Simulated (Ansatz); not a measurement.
# PbSe: a single-point run

Aim: a sound single-point run of PbSe. The structure is shown as the input types it.

Program: Ansatz 0.2.0. Level of theory: density functional or hybrid calculation with the settings of its input, plane waves. These are calculated values, not measurements.

**1. The system as given**

It takes space group I4/mmm (No. 139, tetragonal). Conventional cell: a = 4.347 Å, b = 4.347 Å, c = 13.077 Å, α = 90.00°, β = 90.00°, γ = 90.00°. Pb (site symmetry 4mm) is surrounded by 5 Se at 2.79 to 3.07 Å. Se (site symmetry 4mm) has 5 Pb at 2.79 to 3.07 Å in its first shell of neighbours.

Coordinates:

```xyz
4
Lattice="0.0000 6.5387 3.0737 3.0737 0.0000 3.0737 3.0737 6.5387 0.0000" Properties=species:S:1:pos:R:3 pbc="T T T"
Pb    3.0737    1.8426    3.0216
Pb    3.0737   11.2348    3.0216
Se    3.0737    8.4459    3.0213
Se    3.0737    4.6315    3.0213
```

**2. Input and run**

Contents of input.yaml:

```yaml
crystal:
  lattice:
    - [0.0, 6.5386893505, 3.0736696448]
    - [3.0736710572, 0.0, 3.0736696448]
    - [3.0736710572, 6.5386893505, 0.0]
  atoms:
    - { symbol: Pb, position: [0.1324232432, 0.8506251004, 0.1493748996] }
    - { symbol: Pb, position: [0.8506251004, 0.1324232432, 0.8675767568] }
    - { symbol: Se, position: [0.6373151741, 0.3456374823, 0.6543625177] }
    - { symbol: Se, position: [0.3456374823, 0.6373151741, 0.3626848259] }
kpoints:
  mp_grid: { grid: [4, 4, 4] }
hamiltonian:
  xc: { exchange: pbe, correlation: pbe, exx: { coeff: 1.5, omega: 0.5 } }
scf:
  occupations: { method: fixed }
  n_extra_bands: 5
output:
  forces: true
  stress: true
  eigenvalues: true
```

Run with:

```sh
$ ansatz run input.yaml --threads 4 --pin off --max-ram 4608MiB --backend cpu --events-out ev --progress --plain --runs-dir out
```

What happens when this is run?

The run ended at the input check. It says: «invalid value for `hamiltonian.xc.exx.coeff`: must be finite and in (0, 1]; got 1.5»

In the input, hamiltonian.xc.exx.coeff is 1.5. The number typed is not permitted for that setting.

The cure: set hamiltonian.xc.exx.coeff to 0.3.
